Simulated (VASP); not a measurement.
Runs of VASP 6.6.1 on Hf. All rows change the cell; the cell of one of them follows. It takes space group Fm-3m (No. 225, cubic). Conventional cell: a = 4.085 Å, b = 4.085 Å, c = 4.085 Å, α = 90.00°, β = 90.00°, γ = 90.00°. Hf (site symmetry m-3m) is surrounded by 12 Hf at 2.89 Å. This isn't the form of Hf at room conditions, which is hcp.

| cell | gap on the mesh (eV) | pressure (GPa) |
| --- | --- | --- |
| strain -0.080 along x and y, -0.080 along z, atoms carried along | none | (a) |
| strain +0.000 along x and y, -0.080 along z, atoms carried along | none | 7.8 |
| strain -0.080 along x and y, +0.080 along z, atoms carried along | none | 8.4 |
| strain -0.080 along x and y, +0.000 along z, atoms carried along | none | 20.7 |

Alike in all rows: task single point; level PBEsol; potentials or basis VASP PAW PBE potentials, release 64 (Hf_pv); no spin polarisation; k mesh 18 × 18 × 18; cutoff (eV) 520; smearing gaussian 0.15 eV.

**Question.** Fill in the values left out.

**Answer.** (a) 37.5.

Caveats: so large a pressure means that the cell lies far from this level's equilibrium, or that cutoff or potentials fall short (some runs); the potentials were made for another functional, which shifts forces and pressure (some runs); the PAW data sets were made with another functional, which shifts forces and pressure a little (some runs).

A k mesh can miss the band edges, and the runs leave out spin-orbit coupling on Hf.

A gap of «none» marks a metal or a gap under the smearing width.
